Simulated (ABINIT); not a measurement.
The system is As.

```xyz
2
Lattice="1.8808 1.0859 3.5141 -1.8808 1.0859 3.5141 0.0000 -2.1718 3.5141" Properties=species:S:1:pos:R:3 pbc="T T T"
As    0.0000    0.0000    2.3825
As    0.0000    0.0000    8.1597
```

Base run:

| Property | Result |
| --- | --- |
| Program | ABINIT 10.8.3 (patched build) |
| Functional | LDA |
| Potentials or basis | PseudoDojo NC SR LDA v0.4 stringent |
| Cutoff | 1197 eV |
| k mesh | 7 × 7 × 7 |
| Occupations | fermi-dirac, width 0.05 eV |
| Spin | no spin polarisation |

Its results: band gap on the k mesh none (metal or under the smearing width); pressure -17.3 GPa; largest force 0.226 eV/Å.

After a change of settings the same cell gave: band gap on the k mesh none (metal or under the smearing width); pressure -1.4 GPa; largest force 0.265 eV/Å. Which change was it?
A. potentials or basis from PseudoDojo NC SR LDA v0.4 stringent to JTH PAW LDA v2.0 sp; cutoff from 1197 eV to 272 eV; valence electrons from 46 to 10
B. functional from LDA to PBE; potentials or basis from PseudoDojo NC SR LDA v0.4 stringent to JTH PAW PBE v2.0; cutoff from 1197 eV to 354 eV; valence electrons from 46 to 30
C. functional from LDA to PBE; potentials or basis from PseudoDojo NC SR LDA v0.4 stringent to PseudoDojo NC SR PBE v0.4.1 standard; cutoff from 1197 eV to 1088 eV; valence electrons from 46 to 30

A.

Caveats: so large a pressure means that the cell lies far from this level's equilibrium, or that cutoff or potentials fall short (some runs); the cutoff is short for stress, so the pressure is rough (some runs); this set keeps more shells in the core, which shifts pressures and gaps (some runs).
